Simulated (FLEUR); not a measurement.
# CoO (P-6m2) in FLEUR: single point with r2SCAN+U

Aim: the single point of CoO with r2SCAN+U.

All numbers are computed with FLEUR MaX-R8.1 (later development tree); they aren't measurements. Logs are shortened: lines on timing, memory, paths and dates and some standing lists are left out, and cuts for length are marked.

### 1 The crystal as given

Symmetry: P-6m2, No. 187, hexagonal system. The conventional cell has a = 2.856 Å, b = 2.856 Å, c = 2.788 Å, α = 90.00°, β = 90.00°, γ = 120.00°. Co (site symmetry -6m2) has 6 O at 2.16 Å as nearest neighbours. O (site symmetry -6m2) has 6 Co at 2.16 Å as nearest neighbours.

Measurements of this composition are mostly on another form, of space group No. 225.

### 2 Single point, r2SCAN+U

The input, inp.xml:

```xml
<?xml version="1.0" encoding="UTF-8" standalone="no"?>
<fleurInput fleurInputVersion="0.39">
   <comment>
      CoO                                                                                                 
   </comment>
   <calculationSetup>
      <cutoffs Kmax="4.58" Gmax="14.2" GmaxXC="14.2" numbands="0"/>
      <scfLoop itmax="100" minDistance="0.0002" maxIterBroyd="50" imix="Anderson" alpha="0.05" precondParam="0.0" spinf="2.0" sdNocoIR="T"/>
      <coreElectrons ctail="F" frcor="F" kcrel="0" coretail_lmax="0"/>
      <xcFunctional name="LibXC" relativisticCorrections="F">
         <LibXCName exchange="mgga_x_r2scan" correlation="mgga_c_r2scan"/>
         <AuxGGA exchange="117" correlation="130"/>
      </xcFunctional>
      <magnetism jspins="1"/>
      <soc l_soc="F" theta="0.0" phi="0.0" spav="F"/>
      <expertModes spex="0" secvar="F"/>
      <geometryOptimization l_f="F" forcealpha="1.0" forcemix="BFGS" epsdisp="0.00001" epsforce="0.00001"/>
      <ldaU l_linMix="F" mixParam="0.05" spinf="1.0"/>
   </calculationSetup>
   <cell>
      <bzIntegration valenceElectrons="23.0" mode="gauss" fermiSmearingEnergy="0.00183747">
         <kPointListSelection listName="default-1"/>
         <!-- k-points included here -->
         <xi:include xmlns:xi="http://www.w3.org/2001/XInclude" href="kpts.xml"> </xi:include>
      </bzIntegration>
      <!-- symmetry operations included here -->
      <xi:include xmlns:xi="http://www.w3.org/2001/XInclude" href="sym.xml"> </xi:include>
      <bulkLattice scale="1.0">
         <bravaisMatrix>
            <row-1>    5.3976232702594942    -0.0000000037794522     0.0000000000000000</row-1>
            <row-2>   -2.6988116318227258     4.6744788739961285     0.0000000000000000</row-2>
            <row-3>    0.0000000000000000     0.0000000000000000     5.2678128848465535</row-3>
         </bravaisMatrix>
      </bulkLattice>
   </cell>
   <atomSpecies>
      <species name="Cobalt (Co)" element="Co" atomicNumber="27">
         <mtSphere radius="2.14" gridPoints="707" logIncrement="0.017"/>
         <atomicCutoffs lmax="9" lnonsphr="9"/>
         <electronConfig flipSpins="F">
            <coreConfig>(1s1/2) (2s1/2) (2p1/2) (2p3/2)</coreConfig>
            <valenceConfig>(3s1/2) (3p1/2) (3p3/2) (4s1/2) (3d3/2) (3d5/2)</valenceConfig>
            <stateOccupation state="(3d3/2)" spinUp="1.400000" spinDown="1.400000"/>
            <stateOccupation state="(3d5/2)" spinUp="2.100000" spinDown="2.100000"/>
         </electronConfig>
         <energyParameters s="4" p="4" d="3" f="4"/>
         <ldaU l="2" U="1" J="0.0" l_amf="F"/>
         <lo type="SCLO" l="0" n="3" eDeriv="0"/>
         <lo type="SCLO" l="1" n="3" eDeriv="0"/>
         <lo type="SCLO" l="1" n="3" eDeriv="1"/>
         <lo type="SCLO" l="3" n="4" eDeriv="2"/>
      </species>
      <species name="Oxygen (O)" element="O" atomicNumber="8">
         <mtSphere radius="1.64" gridPoints="543" logIncrement="0.02"/>
         <atomicCutoffs lmax="8" lnonsphr="8"/>
         <electronConfig flipSpins="F">
            <coreConfig>(1s1/2)</coreConfig>
            <valenceConfig>(2s1/2) (2p1/2) (2p3/2)</valenceConfig>
            <stateOccupation state="(2p1/2)" spinUp="0.666667" spinDown="0.666667"/>
            <stateOccupation state="(2p3/2)" spinUp="1.333333" spinDown="1.333333"/>
         </electronConfig>
         <energyParameters s="2" p="2" d="3" f="4"/>
         <lo type="SCLO" l="0" n="2" eDeriv="2"/>
         <lo type="SCLO" l="1" n="2" eDeriv="2"/>
         <lo type="SCLO" l="2" n="3" eDeriv="2"/>
      </species>
   </atomSpecies>
   <atomGroups>
      <atomGroup species="Cobalt (Co)">
         <relPos label="                   1">.0000000000 .0000000000 .0000000000</relPos>
         <force calculate="T" relaxXYZ="TTT"/>
      </atomGroup>
      <atomGroup species="Oxygen (O)">
         <relPos label="                   2">-1.000/3.000 1.000/3.000 1.000/2.000</relPos>
         <force calculate="T" relaxXYZ="TTT"/>
      </atomGroup>
   </atomGroups>
   <output dos="F" band="F" slice="F">
      <checks vchk="F" cdinf="F"/>
      <bandDOS minEnergy="-.5*Htr" maxEnergy="0.5*Htr" sigma="0.015" storeEVData="T"/>
      <vacuumDOS vacdos="F" integ="F" star="F" nstars="0" locx1="0.0" locy1="0.0" locx2="0.0" locy2="0.0" nstm="0" tworkf="0.0"/>
      <unfoldingBand unfoldBand="F" supercellX="1" supercellY="1" supercellZ="1"/>
      <plotting iplot="0" polar="F">
         <plot TwoD="T" vec1="  1.0  0.0  0.0" vec2="  0.0  1.0  0.0" vec3="  0.0  0.0  1.0" zero="  0.0  0.0  0.0" file="plot"/>
      </plotting>
      <chargeDensitySlicing numkpt="0" minEigenval="0.0" maxEigenval="0.0" nnne="0" pallst="F"/>
      <specialOutput eonly="F"/>
      <moessbauerParams electricFieldGradient="T" isomerShift="T" coreHyperfine="T" valenceHyperfine="T"/>
      <magneticCircularDichroism mcd="F" energyLo="-10.0" energyUp="0.0"/>
   </output>
  <!-- We include the file relax.xml here to enable relaxations (see documentation) -->
  <xi:include xmlns:xi="http://www.w3.org/2001/XInclude" href="relax.xml"> <xi:fallback/> </xi:include>
</fleurInput>
```

The input, crystal.txt:

```
CoO
&input cartesian=F /
2.8562992277  -0.0000000020  0.0000000000
-1.4281496121  2.4736276930  0.0000000000
0.0000000000  0.0000000000  2.7876065300
1.8897261246
1.0 1.0 1.0

2
27 0.0000000000  0.0000000000  0.0000000000
8 0.6666666667  0.3333333333  0.5000000000

&kpt div1=8 div2=8 div3=7 gamma=T /
```

Potentials or basis: all-electron, FLAPW.

Run with:

```sh
$ inpgen -f crystal.txt -profile fastHighL
$ # inp.xml edited to the form shown
$ fleur_MPI
```

Standard output:

```text
Welcome to FLEUR        (www.flapw.de)
      MaX-Release 8.1          (www.max-centre.eu)
 func_ids         498         497         498         497
 MetaGGA potential functional detected - V_tau will be computed
 Auxiliary Potential for radial basis: exchange=         117  correlation=         130
The functional 'Re-regularized SCAN exchange by Furness et al' is an exchange functional, it belongs to the 'MGGA' family and is defined in the reference(s):
[1] J. W. Furness, A. D. Kaplan, J. Ning, J. P. Perdew, and J. Sun.,  J. Phys. Chem. Lett. 11, 8208-8215 (2020)
[2] J. W. Furness, A. D. Kaplan, J. Ning, J. P. Perdew, and J. Sun.,  J. Phys. Chem. Lett. 11, 9248-9248 (2020)
The functional 'Re-regularized SCAN correlation by Furness et al' is a correlation functional, it belongs to the 'MGGA' family and is defined in the reference(s):
[1] J. W. Furness, A. D. Kaplan, J. Ning, J. P. Perdew, and J. Sun.,  J. Phys. Chem. Lett. 11, 8208-8215 (2020)
[2] J. W. Furness, A. D. Kaplan, J. Ning, J. P. Perdew, and J. Sun.,  J. Phys. Chem. Lett. 11, 9248-9248 (2020)
 Using same functional for VXC and EXC

 ========== k-point set info ==========
 Selected k-point list: default-1
 k-point list type: mesh
 8 x 8 x 7
 Number of k points: 40

 ------------Calculation Setup---------------------------
 Number of MPI-tasks      :            1
 Number of PE/node        :            1
 Number of OMP-threads    :            1
 Most efficient MPI parallelization for:
           1           2           4           5           8          10          20          40
 Additional eigenvalue parallelization possible
 Number of basis functions:          279
 Approximate size of matrices (H+S) per k-point:         0.002 GB
 --------------------------------------------------------
The functional 'Hammer, Hansen, and Norskov' is an exchange functional, it belongs to the 'GGA' family and is defined in the reference(s):
[1] B. Hammer, L. B. Hansen, and J. K. Nørskov.,  Phys. Rev. B 59, 7413 (1999)
The functional 'Perdew, Burke & Ernzerhof' is a correlation functional, it belongs to the 'GGA' family and is defined in the reference(s):
[1] J. P. Perdew, K. Burke, and M. Ernzerhof.,  Phys. Rev. Lett. 77, 3865 (1996)
[2] J. P. Perdew, K. Burke, and M. Ernzerhof.,  Phys. Rev. Lett. 78, 1396 (1997)
 Using same functional for VXC and EXC
 Using auxiliary GGA potential for the first iteration of MetaGGA calculation.
 no density matrix found ... skipping LDA+U
 Reset of history
 Reset of history
 Reset of history
 Iteration:     1   Distance:      29.23656642 me/bohr^3
The functional 'Hammer, Hansen, and Norskov' is an exchange functional, it belongs to the 'GGA' family and is defined in the reference(s):
[1] B. Hammer, L. B. Hansen, and J. K. Nørskov.,  Phys. Rev. B 59, 7413 (1999)
The functional 'Perdew, Burke & Ernzerhof' is a correlation functional, it belongs to the 'GGA' family and is defined in the reference(s):
[1] J. P. Perdew, K. Burke, and M. Ernzerhof.,  Phys. Rev. Lett. 77, 3865 (1996)
[2] J. P. Perdew, K. Burke, and M. Ernzerhof.,  Phys. Rev. Lett. 78, 1396 (1997)
 Using same functional for VXC and EXC
 Iteration:     2   Distance:      33.29867042 me/bohr^3
The functional 'Hammer, Hansen, and Norskov' is an exchange functional, it belongs to the 'GGA' family and is defined in the reference(s):
[1] B. Hammer, L. B. Hansen, and J. K. Nørskov.,  Phys. Rev. B 59, 7413 (1999)
The functional 'Perdew, Burke & Ernzerhof' is a correlation functional, it belongs to the 'GGA' family and is defined in the reference(s):
[1] J. P. Perdew, K. Burke, and M. Ernzerhof.,  Phys. Rev. Lett. 77, 3865 (1996)
[2] J. P. Perdew, K. Burke, and M. Ernzerhof.,  Phys. Rev. Lett. 78, 1396 (1997)
 Using same functional for VXC and EXC
 Iteration:     3   Distance:      31.29386920 me/bohr^3
The functional 'Hammer, Hansen, and Norskov' is an exchange functional, it belongs to the 'GGA' family and is defined in the reference(s):
[1] B. Hammer, L. B. Hansen, and J. K. Nørskov.,  Phys. Rev. B 59, 7413 (1999)
The functional 'Perdew, Burke & Ernzerhof' is a correlation functional, it belongs to the 'GGA' family and is defined in the reference(s):
[1] J. P. Perdew, K. Burke, and M. Ernzerhof.,  Phys. Rev. Lett. 77, 3865 (1996)
[2] J. P. Perdew, K. Burke, and M. Ernzerhof.,  Phys. Rev. Lett. 78, 1396 (1997)
 Using same functional for VXC and EXC
 Iteration:     4   Distance:      13.56276410 me/bohr^3
The functional 'Hammer, Hansen, and Norskov' is an exchange functional, it belongs to the 'GGA' family and is defined in the reference(s):
[1] B. Hammer, L. B. Hansen, and J. K. Nørskov.,  Phys. Rev. B 59, 7413 (1999)
The functional 'Perdew, Burke & Ernzerhof' is a correlation functional, it belongs to the 'GGA' family and is defined in the reference(s):
[1] J. P. Perdew, K. Burke, and M. Ernzerhof.,  Phys. Rev. Lett. 77, 3865 (1996)
[2] J. P. Perdew, K. Burke, and M. Ernzerhof.,  Phys. Rev. Lett. 78, 1396 (1997)
 Using same functional for VXC and EXC
 Iteration:     5   Distance:      10.38328535 me/bohr^3
The functional 'Hammer, Hansen, and Norskov' is an exchange functional, it belongs to the 'GGA' family and is defined in the reference(s):
[1] B. Hammer, L. B. Hansen, and J. K. Nørskov.,  Phys. Rev. B 59, 7413 (1999)
The functional 'Perdew, Burke & Ernzerhof' is a correlation functional, it belongs to the 'GGA' family and is defined in the reference(s):
[1] J. P. Perdew, K. Burke, and M. Ernzerhof.,  Phys. Rev. Lett. 77, 3865 (1996)
[2] J. P. Perdew, K. Burke, and M. Ernzerhof.,  Phys. Rev. Lett. 78, 1396 (1997)
 Using same functional for VXC and EXC
 Iteration:     6   Distance:       6.40189594 me/bohr^3
The functional 'Hammer, Hansen, and Norskov' is an exchange functional, it belongs to the 'GGA' family and is defined in the reference(s):
[1] B. Hammer, L. B. Hansen, and J. K. Nørskov.,  Phys. Rev. B 59, 7413 (1999)
The functional 'Perdew, Burke & Ernzerhof' is a correlation functional, it belongs to the 'GGA' family and is defined in the reference(s):
[1] J. P. Perdew, K. Burke, and M. Ernzerhof.,  Phys. Rev. Lett. 77, 3865 (1996)
[2] J. P. Perdew, K. Burke, and M. Ernzerhof.,  Phys. Rev. Lett. 78, 1396 (1997)
 Using same functional for VXC and EXC
 Iteration:     7   Distance:       1.49636133 me/bohr^3
The functional 'Hammer, Hansen, and Norskov' is an exchange functional, it belongs to the 'GGA' family and is defined in the reference(s):
[1] B. Hammer, L. B. Hansen, and J. K. Nørskov.,  Phys. Rev. B 59, 7413 (1999)
The functional 'Perdew, Burke & Ernzerhof' is a correlation functional, it belongs to the 'GGA' family and is defined in the reference(s):
[1] J. P. Perdew, K. Burke, and M. Ernzerhof.,  Phys. Rev. Lett. 77, 3865 (1996)
[2] J. P. Perdew, K. Burke, and M. Ernzerhof.,  Phys. Rev. Lett. 78, 1396 (1997)
 Using same functional for VXC and EXC
 Iteration:     8   Distance:       1.34438583 me/bohr^3
The functional 'Hammer, Hansen, and Norskov' is an exchange functional, it belongs to the 'GGA' family and is defined in the reference(s):
[1] B. Hammer, L. B. Hansen, and J. K. Nørskov.,  Phys. Rev. B 59, 7413 (1999)
The functional 'Perdew, Burke & Ernzerhof' is a correlation functional, it belongs to the 'GGA' family and is defined in the reference(s):
[1] J. P. Perdew, K. Burke, and M. Ernzerhof.,  Phys. Rev. Lett. 77, 3865 (1996)
[2] J. P. Perdew, K. Burke, and M. Ernzerhof.,  Phys. Rev. Lett. 78, 1396 (1997)
 Using same functional for VXC and EXC
 Iteration:     9   Distance:       0.39615406 me/bohr^3
[... 15 lines left out ...]
[1] B. Hammer, L. B. Hansen, and J. K. Nørskov.,  Phys. Rev. B 59, 7413 (1999)
The functional 'Perdew, Burke & Ernzerhof' is a correlation functional, it belongs to the 'GGA' family and is defined in the reference(s):
[1] J. P. Perdew, K. Burke, and M. Ernzerhof.,  Phys. Rev. Lett. 77, 3865 (1996)
[2] J. P. Perdew, K. Burke, and M. Ernzerhof.,  Phys. Rev. Lett. 78, 1396 (1997)
 Using same functional for VXC and EXC
 Iteration:    12   Distance:       0.04679001 me/bohr^3
The functional 'Hammer, Hansen, and Norskov' is an exchange functional, it belongs to the 'GGA' family and is defined in the reference(s):
[1] B. Hammer, L. B. Hansen, and J. K. Nørskov.,  Phys. Rev. B 59, 7413 (1999)
The functional 'Perdew, Burke & Ernzerhof' is a correlation functional, it belongs to the 'GGA' family and is defined in the reference(s):
[1] J. P. Perdew, K. Burke, and M. Ernzerhof.,  Phys. Rev. Lett. 77, 3865 (1996)
[2] J. P. Perdew, K. Burke, and M. Ernzerhof.,  Phys. Rev. Lett. 78, 1396 (1997)
 Using same functional for VXC and EXC
 Iteration:    13   Distance:       0.02620598 me/bohr^3
The functional 'Hammer, Hansen, and Norskov' is an exchange functional, it belongs to the 'GGA' family and is defined in the reference(s):
[1] B. Hammer, L. B. Hansen, and J. K. Nørskov.,  Phys. Rev. B 59, 7413 (1999)
The functional 'Perdew, Burke & Ernzerhof' is a correlation functional, it belongs to the 'GGA' family and is defined in the reference(s):
[1] J. P. Perdew, K. Burke, and M. Ernzerhof.,  Phys. Rev. Lett. 77, 3865 (1996)
[2] J. P. Perdew, K. Burke, and M. Ernzerhof.,  Phys. Rev. Lett. 78, 1396 (1997)
 Using same functional for VXC and EXC
 Iteration:    14   Distance:       0.00650371 me/bohr^3
The functional 'Hammer, Hansen, and Norskov' is an exchange functional, it belongs to the 'GGA' family and is defined in the reference(s):
[1] B. Hammer, L. B. Hansen, and J. K. Nørskov.,  Phys. Rev. B 59, 7413 (1999)
The functional 'Perdew, Burke & Ernzerhof' is a correlation functional, it belongs to the 'GGA' family and is defined in the reference(s):
[1] J. P. Perdew, K. Burke, and M. Ernzerhof.,  Phys. Rev. Lett. 77, 3865 (1996)
[2] J. P. Perdew, K. Burke, and M. Ernzerhof.,  Phys. Rev. Lett. 78, 1396 (1997)
 Using same functional for VXC and EXC
 Iteration:    15   Distance:       0.00150593 me/bohr^3
The functional 'Hammer, Hansen, and Norskov' is an exchange functional, it belongs to the 'GGA' family and is defined in the reference(s):
[1] B. Hammer, L. B. Hansen, and J. K. Nørskov.,  Phys. Rev. B 59, 7413 (1999)
The functional 'Perdew, Burke & Ernzerhof' is a correlation functional, it belongs to the 'GGA' family and is defined in the reference(s):
[1] J. P. Perdew, K. Burke, and M. Ernzerhof.,  Phys. Rev. Lett. 77, 3865 (1996)
[2] J. P. Perdew, K. Burke, and M. Ernzerhof.,  Phys. Rev. Lett. 78, 1396 (1997)
 Using same functional for VXC and EXC
 Iteration:    16   Distance:       0.00023039 me/bohr^3
The functional 'Hammer, Hansen, and Norskov' is an exchange functional, it belongs to the 'GGA' family and is defined in the reference(s):
[1] B. Hammer, L. B. Hansen, and J. K. Nørskov.,  Phys. Rev. B 59, 7413 (1999)
The functional 'Perdew, Burke & Ernzerhof' is a correlation functional, it belongs to the 'GGA' family and is defined in the reference(s):
[1] J. P. Perdew, K. Burke, and M. Ernzerhof.,  Phys. Rev. Lett. 77, 3865 (1996)
[2] J. P. Perdew, K. Burke, and M. Ernzerhof.,  Phys. Rev. Lett. 78, 1396 (1997)
 Using same functional for VXC and EXC
 Iteration:    17   Distance:       0.00007859 me/bohr^3

 ********************************************************************
 Run finished successfully
 Stop message:
   all done
 ********************************************************************
```

Run time: 31 s. Hardware: 1 thread of Arm Neoverse V2, shared host; peak memory 0.09 GiB.

Results:

| Property | Result |
| --- | --- |
| Free energy | -39968.3254 eV |
| Valence electrons inside the program's atomic spheres | Co 15.41; O 5.19 (radii Co 2.14, O 1.64 bohr) |

Levels at points of the mesh, in eV from the Fermi level:
| k point | band 7 | band 8 | band 9 | band 10 | band 11 | band 12 | band 13 | band 14 | band 15 | band 16 |
| --- | --- | --- | --- | --- | --- | --- | --- | --- | --- | --- |
| (0.00, 0.00, 0.00) | -4.21 | -3.79 | -3.23 | -0.33 | -0.33 | 0.09 | 0.09 | 1.39 | 15.71 | 17.42 |
| (0.00, 0.50, 0.00) | -4.53 | -3.98 | -2.72 | -0.62 | -0.49 | -0.23 | 0.94 | 6.39 | 9.53 | 16.06 |

Eigenvalues of the final occupation matrices:
| site | spin | trace | eigenvalues |
| --- | --- | --- | --- |
| atom type 1 | 1 | 7.03 | 0.99 0.99 1.61 1.61 1.84 |

Core levels (eV from the Fermi level):
```
atom                                                   levels
1 Co  1s1/2 -7584.5, 2s1/2 -890.6, 2p1/2 -771.3, 2p3/2 -756.4
 2 O                                             1s1/2 -507.5
```

Caveat: with Gaussian smearing the program prints no entropy term, so the energy of a metal isn't a free energy; the meta-GGA is that of a development version, with a GGA for the radial functions and cores and without core tails; the run has no spin polarisation, though such a crystal can be magnetic.
